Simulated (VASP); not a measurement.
The system is SiNi2.

```
Ni Si
1.0
     3.83600    0.00000    0.00000
    -1.91800    3.32207    0.00000
     0.00000    0.00000    4.94800
Ni Si
4 2
Direct
  0.66667 0.33333 0.75000
  0.33333 0.66667 0.25000
  0.00000 0.00000 0.50000
  0.00000 0.00000 0.00000
  0.66667 0.33333 0.25000
  0.33333 0.66667 0.75000
```

| Quantity | Value |
| --- | --- |
| Program | VASP 6.6.1 |
| Task | relaxation of cell and atoms |
| Functional | PBEsol |
| Dispersion | D3 |
| Potentials or basis | VASP PAW PBE potentials, release 64 (Ni, Si) |
| Cutoff | 600 eV |
| k mesh | 6 × 6 × 5 |
| Occupations | fermi-dirac, width 0.05 eV |
| Spin | collinear spin, ferromagnetic start |
| Starting moments | [1.0, 1.0, 1.0, 1.0, 0.0, 0.0] μB |

At the start: pressure -3.2 GPa; volume 10.51 Å³/atom.

Task: Where does the relaxation end?

Result: Over 6 steps the energy falls by 4.2 meV/atom and the volume is 10.33 Å³/atom (-1.7 %); space group P6_3/mmc (No. 194, to 0.05 Å); moment 0.00 μB per cell.

The path:
| step | energy change (eV) | largest force (eV/Å) | pressure (GPa) | volume (Å³) |
| --- | --- | --- | --- | --- |
| 1 | 0.0000 | 0.0000 | -3.17 | 63.05 |
| 2 | -0.0162 | 0.0000 | 3.29 | 61.17 |
| 3 | -0.0215 | 0.0000 | 1.12 | 61.77 |
| 4 | -0.0250 | 0.0000 | -0.22 | 62.03 |
| 5 | -0.0254 | 0.0000 | 0.11 | 61.97 |
| 6 | -0.0254 | 0.0000 | 0.01 | 61.96 |

Final structure:
```cif
data_structure
_symmetry_space_group_name_H-M 'P 1'
_symmetry_Int_Tables_number 1
_cell_length_a 3.8392
_cell_length_b 3.8392
_cell_length_c 4.8543
_cell_angle_alpha 90.000
_cell_angle_beta 90.000
_cell_angle_gamma 120.000
_cell_volume 61.96
loop_
_atom_site_label
_atom_site_type_symbol
_atom_site_fract_x
_atom_site_fract_y
_atom_site_fract_z
_atom_site_occupancy
Ni1 Ni 0.66667 0.33333 0.75000 1
Ni2 Ni 0.33333 0.66667 0.25000 1
Ni3 Ni 0.00000 0.00000 0.50000 1
Ni4 Ni 0.00000 0.00000 0.00000 1
Si1 Si 0.66667 0.33333 0.25000 1
Si2 Si 0.33333 0.66667 0.75000 1
```

Caveat: the PAW data sets were made with another functional, which shifts forces and pressure a little; pairwise dispersion overbinds metals, which lowers pressure and volume.
